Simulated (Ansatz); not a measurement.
## BaTiO3 (Barioperovskite): equation of state with PBEsol

The system is BaTiO3 (Barioperovskite).

```
Ba Ti O
1.0
     3.98550    0.00000    0.00000
     0.00000    2.83690    2.84515
     0.00000   -2.83690    2.84515
Ba Ti O
1 1 3
Cartesian
  0.0000 0.0000 0.0000
  1.9928 0.0000 2.9157
  1.9928 1.3804 4.2594
  1.9928 -1.3804 4.2594
  0.0000 0.0000 2.7735
```

* Program: Ansatz 0.2.0
* Task: equation of state
* Functional: PBEsol
* Potentials or basis: all-electron LAPW, scalar-relativistic
* Basis error allowed: 0.001 eV/atom
* k mesh: 7 × 7 × 7
* Occupations: fermi-dirac, width 0.05 eV
* Spin: no spin polarisation

| Property | Result |
| --- | --- |
| Equilibrium volume | 12.57 Å³/atom |
| Bulk modulus at fixed shape and positions | 178 GPa |
| Pressure derivative of the bulk modulus | 4.5 |

Energy against volume, from the lowest point:
```csv
volume (Å³/atom),energy (meV/atom)
12.095,10.68
12.353,2.11
12.610,0.00
12.867,3.65
13.125,12.45
13.382,25.86
13.639,43.37
```

All runs of the series together: 5.2 min on 4 threads of AMD EPYC 7R13 Processor (Zen 3), on a shared host.

Caveat: the cell was scaled at fixed shape and fractional positions, which overstates the stiffness of a crystal with free parameters, most of all of layers and chains. The run has no spin-orbit coupling, so splittings on Ba are missing.
